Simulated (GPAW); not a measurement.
# GaN (F-43m) in GPAW: further runs, part 2 of 2

GPAW 26.7.0. Earlier steps stand in the parts before.

## Step 3: Elastic constants, PBEsol, 11.44 Å³/atom

Input file run.py:

```python
import json
import numpy as np
import spglib
from ase import Atoms
from ase.constraints import FixSymmetry
from ase.filters import FrechetCellFilter
from ase.io import read, write
from ase.optimize import BFGS
from ase.stress import full_3x3_to_voigt_6_stress, voigt_6_to_full_3x3_strain, voigt_6_to_full_3x3_stress
from ase.units import GPa
from gpaw import GPAW, PW, setup_paths

setup_paths.insert(0, '.')

atoms = read('GaN.cif')
cell, positions, numbers = spglib.find_primitive(
    (atoms.cell[:], atoms.get_scaled_positions(), atoms.numbers), symprec=1e-4)
atoms = Atoms(numbers, cell=cell, scaled_positions=positions, pbc=True)

calc = GPAW(mode=PW(800),
            xc='PBEsol',
            kpts={'size': (10, 10, 10), 'gamma': True},
            occupations={'name': 'fermi-dirac', 'width': 0.05},
            nbands=11,
            convergence={'density': 1e-06, 'eigenstates': 1e-09},
            mixer={'backend': 'pulay', 'beta': 0.02, 'nmaxold': 8, 'weight': 100.0},
            eigensolver='rmm-diis',
            maxiter=50,
            txt='gpaw.txt')
atoms.calc = calc
atoms.set_constraint(FixSymmetry(atoms))
BFGS(FrechetCellFilter(atoms), trajectory='relax.traj', logfile='-').run(fmax=0.005, steps=40)
atoms.set_constraint()
energy = atoms.get_potential_energy()
forces = atoms.get_forces()
stress = atoms.get_stress()
calc.write('gs.gpw')
write('result.traj', atoms)
print('Cell:', atoms.cell.cellpar().round(4))
print(atoms.get_scaled_positions().round(5))

gpts = tuple(int(n) for n in calc.get_number_of_grid_points())
cell = atoms.cell[:].T
dataset = spglib.get_symmetry((atoms.cell[:], atoms.get_scaled_positions(), atoms.numbers), symprec=1e-4)
rotations = [cell @ w @ np.linalg.inv(cell) for w in dataset['rotations']]
strains, clamped, relaxed = [], [], []
for v in [0, 3]:
    for e in (-0.01, 0.01):
        voigt = np.zeros(6)
        voigt[v] = e
        F = voigt_6_to_full_3x3_strain(voigt)
        a = atoms.copy()
        a.set_cell(atoms.cell[:] @ F, scale_atoms=True)
        c = GPAW(mode=PW(800),
                 xc='PBEsol',
                 kpts={'size': (10, 10, 10), 'gamma': True},
                 occupations={'name': 'fermi-dirac', 'width': 0.05},
                 nbands=11,
                 convergence={'density': 1e-06, 'eigenstates': 1e-09},
                 mixer={'backend': 'pulay', 'beta': 0.02, 'nmaxold': 8, 'weight': 100.0},
                 eigensolver='rmm-diis',
                 maxiter=50,
                 gpts=gpts,
                 txt=f'strain-{v}{e:+.3f}.txt')
        a.calc = c
        s0 = s1 = a.get_stress() - stress
        BFGS(a, logfile=None).run(fmax=0.003, steps=25)
        s1 = a.get_stress() - stress
        print(v, e, 'clamped', (s0 / GPa).round(3), 'relaxed', (s1 / GPa).round(3), flush=True)
        for R in rotations:  # images under the point group
            eps = R @ (F - np.eye(3)) @ R.T
            strains.append(full_3x3_to_voigt_6_stress(eps) * [1, 1, 1, 2, 2, 2])
            for s, rows in ((s0, clamped), (s1, relaxed)):
                rows.append(full_3x3_to_voigt_6_stress(R @ voigt_6_to_full_3x3_stress(s) @ R.T))

C0, C = (np.linalg.lstsq(np.array(strains), np.array(s), rcond=None)[0].T / GPa for s in (clamped, relaxed))
print('Clamped-ion Cij (GPa):')
print(C0.round(1))
print('Relaxed-ion Cij (GPa):')
print(C.round(1))
json.dump({'clamped': C0.tolist(), 'relaxed': C.tolist()}, open('elastic.json', 'w'))
```

Input file GaN.cif:

```cif
data_GaN
_cell_length_a 4.50700122
_cell_length_b 4.50700122
_cell_length_c 4.50700122
_cell_angle_alpha 90.00000000
_cell_angle_beta 90.00000000
_cell_angle_gamma 90.00000000
_space_group_name_H-M_alt 'F-43m'
_space_group_name_Hall 'F -4 2 3'
_space_group_IT_number 216
loop_
_space_group_symop_operation_xyz
'x,y,z'
'y,-x,-z'
'-x,-y,z'
'-y,x,-z'
'x,-y,-z'
'y,x,z'
'-x,y,-z'
'-y,-x,z'
'z,x,y'
'-z,y,-x'
'z,-x,-y'
'-z,-y,x'
'-z,x,-y'
'z,y,x'
'-z,-x,y'
'z,-y,-x'
'y,z,x'
'-x,-z,y'
'-y,z,-x'
'x,-z,-y'
'-y,-z,x'
'x,z,y'
'y,-z,-x'
'-x,z,-y'
'x,y+1/2,z+1/2'
'y,-x+1/2,-z+1/2'
'-x,-y+1/2,z+1/2'
'-y,x+1/2,-z+1/2'
'x,-y+1/2,-z+1/2'
'y,x+1/2,z+1/2'
'-x,y+1/2,-z+1/2'
'-y,-x+1/2,z+1/2'
'z,x+1/2,y+1/2'
'-z,y+1/2,-x+1/2'
'z,-x+1/2,-y+1/2'
'-z,-y+1/2,x+1/2'
'-z,x+1/2,-y+1/2'
'z,y+1/2,x+1/2'
'-z,-x+1/2,y+1/2'
'z,-y+1/2,-x+1/2'
'y,z+1/2,x+1/2'
'-x,-z+1/2,y+1/2'
'-y,z+1/2,-x+1/2'
'x,-z+1/2,-y+1/2'
'-y,-z+1/2,x+1/2'
'x,z+1/2,y+1/2'
'y,-z+1/2,-x+1/2'
'-x,z+1/2,-y+1/2'
'x+1/2,y,z+1/2'
'y+1/2,-x,-z+1/2'
'-x+1/2,-y,z+1/2'
'-y+1/2,x,-z+1/2'
'x+1/2,-y,-z+1/2'
'y+1/2,x,z+1/2'
'-x+1/2,y,-z+1/2'
'-y+1/2,-x,z+1/2'
'z+1/2,x,y+1/2'
'-z+1/2,y,-x+1/2'
'z+1/2,-x,-y+1/2'
'-z+1/2,-y,x+1/2'
'-z+1/2,x,-y+1/2'
'z+1/2,y,x+1/2'
'-z+1/2,-x,y+1/2'
'z+1/2,-y,-x+1/2'
'y+1/2,z,x+1/2'
'-x+1/2,-z,y+1/2'
'-y+1/2,z,-x+1/2'
'x+1/2,-z,-y+1/2'
'-y+1/2,-z,x+1/2'
'x+1/2,z,y+1/2'
'y+1/2,-z,-x+1/2'
'-x+1/2,z,-y+1/2'
'x+1/2,y+1/2,z'
'y+1/2,-x+1/2,-z'
'-x+1/2,-y+1/2,z'
'-y+1/2,x+1/2,-z'
'x+1/2,-y+1/2,-z'
'y+1/2,x+1/2,z'
'-x+1/2,y+1/2,-z'
'-y+1/2,-x+1/2,z'
'z+1/2,x+1/2,y'
'-z+1/2,y+1/2,-x'
'z+1/2,-x+1/2,-y'
'-z+1/2,-y+1/2,x'
'-z+1/2,x+1/2,-y'
'z+1/2,y+1/2,x'
'-z+1/2,-x+1/2,y'
'z+1/2,-y+1/2,-x'
'y+1/2,z+1/2,x'
'-x+1/2,-z+1/2,y'
'-y+1/2,z+1/2,-x'
'x+1/2,-z+1/2,-y'
'-y+1/2,-z+1/2,x'
'x+1/2,z+1/2,y'
'y+1/2,-z+1/2,-x'
'-x+1/2,z+1/2,-y'
loop_
_atom_site_label
_atom_site_type_symbol
_atom_site_symmetry_multiplicity
_atom_site_Wyckoff_symbol
_atom_site_fract_x
_atom_site_fract_y
_atom_site_fract_z
_atom_site_occupancy
Ga1 Ga 4 a 0.0000000000 0.0000000000 0.0000000000 1
N1 N 4 d 0.2500000000 0.2500000000 0.7500000000 1
```

Potentials or basis: PAW data sets generated in the run's folder for this functional, pw.

Command:

```
$ gpaw-setup -f PBEsol Ga N
$ OMP_NUM_THREADS=1 python run.py
```

gpaw.txt:

```text
__  _  _
 | _ |_)|_||  |
 |__||  | ||/\| - 26.7.0

Input parameters:
  mode=PW(ecut=800.0),
  convergence={'density': 1e-06, 'eigenstates': 1e-09},
  eigensolver=RMMDIIS(niter=1, diis_steps=1, max_buffer_mem=209715200, trial_step=None),
  kpts=MonkhorstPack(size=(10, 10, 10), gamma=True),
  maxiter=50,
  mixer=Pulay(name='pulay', nmaxold=8, beta=0.02, weight=100.0, sigma=0.015, g_ss=None),
  nbands=11,
  occupations=Occupations(name='fermi-dirac', width=0.05),
  xc=XC(name='PBEsol')

Diagonalizing LCAO Hamiltonian
Converting LCAO to pw mode

                  N

       Ga

Atoms  # Å, Bohr magnetons
|   | symbol |        x |        y |        z |    initial magnetic moments |
|---|--------|----------|----------|----------|-----------------------------|
| 0 |     Ga | 0.000000 | 0.000000 | 0.000000 | ( 0.0000,  0.0000,  0.0000) |
| 1 |      N | 3.380251 | 3.380251 | 3.380251 | ( 0.0000,  0.0000,  0.0000) |

Unit cell  # Å
| periodic |        x |        y |        z |  lengths |    angles |
|----------|----------|----------|----------|----------|-----------|
|      yes | 0.000000 | 2.253501 | 2.253501 | 3.186931 | 60.000000 |
|      yes | 2.253501 | 0.000000 | 2.253501 | 3.186931 | 60.000000 |
|      yes | 2.253501 | 2.253501 | 0.000000 | 3.186931 | 60.000000 |

Number of symmetries: 24
Symmetry operations  # r_c * U_cc + t_c -> r_c
|    | kind |            matrix            |
|----|------|------------------------------|
|  0 |  E   |  1, 0, 0,  0, 1, 0,  0, 0, 1 |
|  1 |  σ   |  1, 0, 0,  0, 0, 1,  0, 1, 0 |
|  2 |  σ   |  1, 0,-1,  0, 1,-1,  0, 0,-1 |
|  3 |  C3  |  1, 0,-1,  0, 0,-1,  0, 1,-1 |
|  4 |  C3  |  1,-1, 0,  0,-1, 1,  0,-1, 0 |
[... 166 lines left out ...]
|iter:  21| |  -13.017665c| -8.06 | -4.85 |
|iter:  22| |  -13.017665c| -9.55c| -5.52 |
|iter:  23| |  -13.017665c| -9.19c| -5.44 |
|iter:  24| |  -13.017665c| -8.68 | -6.06c|
|iter:  25| |  -13.017665c| -8.90 | -5.38 |
|iter:  26| |  -13.017665c|-10.20c| -5.13 |
|iter:  27| |  -13.017665c| -8.40 | -5.19 |
|iter:  28| |  -13.017665c|-10.03c| -6.20c|

Converged in 28 steps
Energy contributions relative to reference atoms: (reference = -54320.405483)
[... 224 lines left out ...]
|iter:   2| |  -13.028747 | -2.85 | -2.09 |
|iter:   3| |  -13.040616 | -2.08 | -2.08 |
|iter:   4| |  -13.030273 | -2.44 | -1.68 |
|iter:   5| |  -13.026025 | -2.16 | -1.94 |
|iter:   6| |  -13.026746 | -3.42 | -2.67 |
|iter:   7| |  -13.026773c| -4.95 | -3.14 |
|iter:   8| |  -13.026780c| -5.07 | -3.28 |
|iter:   9| |  -13.026766c| -4.55 | -3.25 |
|iter:  10| |  -13.026767c| -6.09 | -3.67 |
|iter:  11| |  -13.026768c| -7.39 | -4.56 |
|iter:  12| |  -13.026768c| -7.77 | -4.64 |
|iter:  13| |  -13.026768c| -7.90 | -4.46 |
|iter:  14| |  -13.026768c| -8.60 | -4.94 |
|iter:  15| |  -13.026768c| -9.38c| -5.14 |
|iter:  16| |  -13.026768c| -8.68 | -5.21 |
|iter:  17| |  -13.026768c| -9.95c| -6.35c|

Converged in 17 steps
Energy contributions relative to reference atoms: (reference = -54320.405483)

Energy contributions:
  Kinetic:          31.827659
  Coulomb:         -28.267045
  Zero:              0.143767
  External:          0.000000
  Xc:              -16.731148
  Entropy:          -0.000000
  Spinorbit:         0.000000
  ----------------------------
  Free energy:     -13.026768
  Extrapolated:    -13.026768
[... 24 lines left out ...]
Stress tensor  # eV/Ang^3
|         x |         y |         z |
|-----------|-----------|-----------|
| -0.027338 |  0.000000 | -0.000000 |
|  0.000000 | -0.027338 |  0.000000 |
| -0.000000 |  0.000000 | -0.027338 |

Forces  # eV/Ang
|       x |        y |        z |
|---------|----------|----------|
| 0.00000 |  0.00000 |  0.00000 |  # Ga   0
| 0.00000 | -0.00000 | -0.00000 |  # N    1

Interpolating wave functions to new cell

                  N
[... 486 lines left out ...]
Forces  # eV/Ang
|        x |        y |        z |
|----------|----------|----------|
| -0.00000 | -0.00000 | -0.00000 |  # Ga   0
|  0.00000 |  0.00000 |  0.00000 |  # N    1

# Writing to gs.gpw (mode='')
```

Wall time 9.3 min (1 thread of Arm Neoverse V1, shared host); peak memory 0.42 GiB.

What came out:

```
Free energy                                  : -13.0350 eV
Relaxed volume                               : 11.80 Å³/atom
Relaxed cell                                 : a = 3.220 Å, b = 3.220 Å, c = 3.220 Å, α = 60.00°, β = 60.00°, γ = 60.00°
Space group after relaxing (to 0.05 Å)       : F-43m (No. 216)
Pressure after relaxing                      : 0.0 GPa
Band gap on the k mesh                       : 1.59 eV, direct
Elastic constants C11, C12, C44              : 277, 163, 143 GPa
Voigt bulk modulus                           : 201 GPa
Bulk modulus (Hill)                          : 201 GPa
Shear modulus (Hill)                         : 99 GPa
Young's modulus                              : 255 GPa
Poisson's ratio (from the elastic constants) : 0.29
```

Caveat: the data sets keep Ga 3d, Li 1s and Be 1s frozen, and some such compounds lay over 1.5 % in volume off other programs; the density grid can change from cell to cell, which puts small steps into energies and stress.
